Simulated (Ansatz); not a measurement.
**How CdTe answers to pressure**

```yaml
crystal:
  lattice:
    - [0.00000, 3.28211, 3.28211]
    - [3.28211, 0.00000, 3.28211]
    - [3.28211, 3.28211, 0.00000]
  atoms:
    - { symbol: Cd, position: [0.00000, 0.00000, 0.00000] }
    - { symbol: Te, position: [0.75000, 0.75000, 0.75000] }
```

Structure from Materials Project entry mp-406 (possibly hypothetical), not relaxed further.

No spin–orbit coupling, which matters for the heavy atoms here.

Method: DFT, PBEsol, all-electron LAPW, scalar-relativistic in Ansatz 0.2.0.

Settings: a Γ-centred 7×7×7 k mesh, Fermi–Dirac smearing of 0.01 eV, basis error target 0.5 meV/atom, no spin polarisation.

The cell is scaled evenly with fractional coordinates held. Semilocal gaps are too small, but their slopes carry over better.

```tsv
V/V(cell)	P (GPa)	gap on the k mesh (eV)
0.9800	-0.56	0.607
1.0000	-1.30	0.549
1.0200	-1.96	0.492
1.0600	-3.06	0.385
```

Question: From the rows at 0.9800 and 1.0200, what is the bulk modulus at the cell's volume?

Answer: B = −ΔP/Δln V = −[(-1.96) − (-0.56)]/0.04001 = 35.0 GPa. This is the modulus at -1.30 GPa, not at zero pressure.

Question: What are the gap's volume deformation potential and pressure coefficient?

Answer: dEg/dln V = (0.492 − 0.607)/0.04001 = -2.87 eV, and dEg/dP = −(dEg/dln V)/B = 82 meV/GPa: pressure widens the gap.

Question: Predict the row at V/V(cell) = 0.9405. How far is a linear estimate of P off?

Answer: P = 1.20 GPa, gap 0.727 eV. The linear estimate P(cell) − B ln(V/V(cell)) = 0.85 GPa misses by 0.35 GPa, since the modulus grows under compression.
